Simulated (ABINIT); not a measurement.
Crystal: Mg.

```
Mg
1.0
     3.20930    0.00000    0.00000
    -1.60465    2.77934    0.00000
     0.00000    0.00000    5.21030
Mg
2
Direct
  0.66667 0.33333 0.75000
  0.33333 0.66667 0.25000
```

Base run:

* Program: ABINIT 10.8.3 (patched build)
* Functional: HCTH407
* Potentials or basis: JTH PAW PBE v2.0
* Cutoff: 517 eV
* k mesh: 10 × 10 × 5
* Occupations: fermi-dirac, width 0.05 eV
* Spin: no spin polarisation

Its results: band gap on the k mesh none (metal or under the smearing width); pressure -1.8 GPa.

Q: The run is repeated on the same cell with these changes: functional from HCTH407 to PBE. What comes out?

A: Band gap on the k mesh none (metal or under the smearing width); pressure -0.8 GPa.

Caveats: the PAW data sets were made with another functional, which shifts forces and pressure a little (some runs).
